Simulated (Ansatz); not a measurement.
**Au: what the smearing entropy tells about the Fermi level**

Level of theory: DFT PBE, scalar-relativistic, plane waves, PAW (Ansatz 0.2.0).

```
Au
1.0
     1.41131   -2.55593    0.00000
     1.41131    2.55593    0.00000
     0.00000    0.00000    4.89317
Au
2
Cartesian
  1.4113 -0.8451 1.2233
  1.4113 0.8451 3.6699
```

```
plane-wave cutoff : 420 eV
Γ-centred k-mesh  : 16×16×10
spin treatment    : unpolarised
```

The same metal under several smearings of width σ, on one mesh. F is the free energy, TS the smearing's entropy term for the cell of 2 atoms, and E = F + TS. Gaussian occupations are ½ erfc[(ε − μ)/σ], and N counts both spins. Spin–orbit coupling is left out, which shifts the bands of heavy elements.

| rule | σ (eV) | F − F(narrowest) (meV/atom) | TS (meV/cell) |
| --- | --- | --- | --- |
| Fermi–Dirac | 0.01 | -0.027 | 0.277 |
| Fermi–Dirac | 0.05 | -1.148 | 4.334 |
| Gaussian | 0.02 | 0.000 | 0.190 |
| Gaussian | 0.05 | -0.201 | 0.838 |
| Gaussian | 0.1 | -0.731 | 2.586 |
| Gaussian | 0.2 | -2.694 | 10.954 |
| Gaussian | 0.3 | -6.276 | 26.477 |
| Gaussian | 0.5 | -18.146 | 73.853 |

Q: For a density of states N (both spins) that is flat over the smeared range, TS = Nσ²/2 (Gaussian) and (π²/3)Nσ² (Fermi–Dirac). What N does each run give?

A:
```csv
rule,σ (eV),N (states/eV a cell)
Fermi–Dirac,0.01,0.84
Fermi–Dirac,0.05,0.53
Gaussian,0.02,0.95
Gaussian,0.05,0.67
Gaussian,0.1,0.52
Gaussian,0.2,0.55
Gaussian,0.3,0.59
Gaussian,0.5,0.59
```

Equal entropy needs σ_Gauss = π√(2/3) σ_FD = 2.57 σ_FD, so a Fermi–Dirac width acts like a Gaussian one 2.57 times as large. At moderate widths N lies between 0.52 and 0.67. The drift shows structure in the density of states within the smeared window (a rise with width points to a dip at the Fermi level, a fall to a peak or a steep flank), or a mesh too coarse for the narrower widths. At the narrowest widths only the few mesh levels within σ of μ count, so N can scatter there.

Q: To second order F = E0 − TS/2 and E = E0 + TS/2. How well does E0 = (E + F)/2 undo the smearing?

A:
```tsv
rule	σ (eV)	F − E0(narrowest) (meV/atom)	(E + F)/2 − E0(narrowest) (meV/atom)
Fermi–Dirac	0.01	-0.07	-0.01
Fermi–Dirac	0.05	-1.20	-0.11
Gaussian	0.02	-0.05	0.00
Gaussian	0.05	-0.25	-0.04
Gaussian	0.1	-0.78	-0.13
Gaussian	0.2	-2.74	0.00
Gaussian	0.3	-6.32	0.30
Gaussian	0.5	-18.19	0.27
```

At Gaussian 0.3 eV the free energy is off by -6.32 meV/atom and the mean by 0.30. What remains is of order σ⁴ plus the mesh error of the narrowest run, which is no exact reference. Forces and stress are derivatives of F, not of E0, so they keep the σ² error.

This form isn't the element's structure at ambient conditions.

The smearing entropy points to a modest density of states at the Fermi level, as expected for gold: the 5d shell is filled and lies below it, leaving a broad, dispersive band of mainly sp character to cross it. Few states per unit energy are then available for fractional occupation, so the entropy stays small at moderate widths. The larger N at the narrowest widths is probably a sampling effect, since such a band gives little reason for a sharp peak at the Fermi level. Agreement between the two rules at comparable effective widths doesn't settle this, because both sample the same discrete levels.

The mean of E and F removes most of the broadening error, but its residual changes sign. The 0.00 meV/atom at Gaussian 0.2 eV therefore looks like a cancellation rather than convergence. Nor does the residual grow from 0.3 to 0.5 eV as a single quartic term would require, which suggests that other contributions compete. The entropy alone can't identify the orbital character of the states it counts.
